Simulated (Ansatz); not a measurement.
Write the native input for Ansatz 0.2.0 that does the following.

```yaml
Task: relaxation of cell and atoms
Functional: BLYP
Potentials_or_basis: Ansatz PAW
Cutoff: "420 eV (not typed: the program's choice for these potentials)"
k_mesh: 6 × 6 × 4
Occupations: fermi-dirac, width 0.05 eV
Spin: no spin polarisation
```

The system is SiO2.

```
Si O
1.0
     4.97559    0.00000    0.00000
     0.00000    4.97559    0.00000
     0.00000    0.00000    6.90089
Si O
4 8
Direct
  0.80325 0.80325 0.50000
  0.69675 0.30325 0.25000
  0.30325 0.69675 0.75000
  0.19675 0.19675 0.00000
  0.76176 0.11039 0.43204
  0.88961 0.23824 0.06796
  0.11039 0.76176 0.56796
  0.26176 0.38961 0.81796
  0.23824 0.88961 0.93204
  0.73824 0.61039 0.31796
  0.38961 0.26176 0.18204
  0.61039 0.73824 0.68204
```

The cell comes from a database or a generator and needn't be the stable form of this composition.

One way to write it, as run:

input.yaml

```yaml
crystal:
  lattice:
    - [4.97558882, 0.0, 0.0]
    - [0.0, 4.97558882, 0.0]
    - [0.0, 0.0, 6.90088944]
  atoms:
    - { symbol: Si, position: [0.80324656, 0.80324656, 0.5] }
    - { symbol: Si, position: [0.69675344, 0.30324656, 0.25] }
    - { symbol: Si, position: [0.30324656, 0.69675344, 0.75] }
    - { symbol: Si, position: [0.19675344, 0.19675344, 0.0] }
    - { symbol: O, position: [0.76175763, 0.11038707, 0.43204156] }
    - { symbol: O, position: [0.88961293, 0.23824237, 0.06795844] }
    - { symbol: O, position: [0.11038707, 0.76175763, 0.56795844] }
    - { symbol: O, position: [0.26175763, 0.38961293, 0.81795844] }
    - { symbol: O, position: [0.23824237, 0.88961293, 0.93204156] }
    - { symbol: O, position: [0.73824237, 0.61038707, 0.31795844] }
    - { symbol: O, position: [0.38961293, 0.26175763, 0.18204156] }
    - { symbol: O, position: [0.61038707, 0.73824237, 0.68204156] }
hamiltonian:
  xc: blyp
  pseudopotentials: { kind: paw }
kpoints:
  mp_grid: { grid: [6, 6, 4] }
scf:
  occupations: { method: fermi_dirac, width: 0.05 }
output:
  forces: true
  stress: true
  eigenvalues: true
relax:
  f_tol: 0.01
  max_steps: 40
  cell: { stress_tol: 0.05 }
```

Potentials or basis: Ansatz PAW.

Command:

```sh
$ ansatz run input.yaml --threads 4 --pin off --max-ram 11264MiB --backend cpu --events-out ev --progress --plain --runs-dir out
```

Results of the run:

* Relaxed volume: 16.05 Å³/atom
* Relaxed cell: a = 5.160 Å, b = 5.160 Å, c = 7.235 Å, α = 90.00°, β = 90.00°, γ = 90.00°
* Space group after relaxing (to 0.05 Å): P4_32_12 (No. 96)
* Energy gained by relaxing: 16.1 meV/atom
* Ionic steps: 13
* Pressure after relaxing: 0.0 GPa
* Largest force after relaxing: 0.005 eV/Å
* Band gap on the k mesh: 5.44 eV, direct

Caveat: the plane-wave basis is chosen anew once the cell has moved, so the energies of steps on either side of that aren't comparable; the pressure holds a Pulay correction of +0.6 GPa for the finite cutoff; the PAW data sets come from PBE, with cores solved anew for the run's functional, which leaves a small shift of forces and pressure.

It took 35 s on 4 threads of Intel(R) Xeon(R) 6975P-C (Granite Rapids), with other jobs on the host, peak memory 0.69 GiB.
